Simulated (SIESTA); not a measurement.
Crystal: AlN.

```xyz
2
Lattice="0.0000 2.1840 2.1840 2.1840 0.0000 2.1840 2.1840 2.1840 0.0000" Properties=species:S:1:pos:R:3 pbc="T T T"
Al    0.0000    0.0000    0.0000
N     1.0920    1.0920    1.0920
```

Measurements of this composition are mostly on another form, of space group No. 186.

Base run:

| Item | Value |
| --- | --- |
| Program | SIESTA 5.4.2 |
| Functional | RPBE |
| Potentials or basis | PseudoDojo 0.4 standard (PBE files) |
| Basis | DZP (energy shift 0.003 Ry) |
| Grid cutoff | 800 Ry |
| Energy shift | 0.003 Ry |
| k mesh | 10 × 10 × 10 |
| Occupations | fermi-dirac, width 0.05 eV |
| Spin | no spin polarisation |

Its results: band gap on the k mesh 3.30 eV, indirect (least direct gap 4.39 eV); pressure 7.0 GPa.

Problem. The run is repeated on the same cell with these changes: functional from RPBE to PBEsol; potentials or basis from PseudoDojo 0.4 standard (PBE files) to PseudoDojo 0.4 standard (PBEsol files). What comes out?

Solution. Band gap on the k mesh 3.14 eV, indirect (least direct gap 4.31 eV); pressure 3.1 GPa.

Caveats: the basis of atomic orbitals isn't converged, which shifts pressures, moduli and gaps; the potentials were made for another functional, which shifts forces and pressure (some runs).
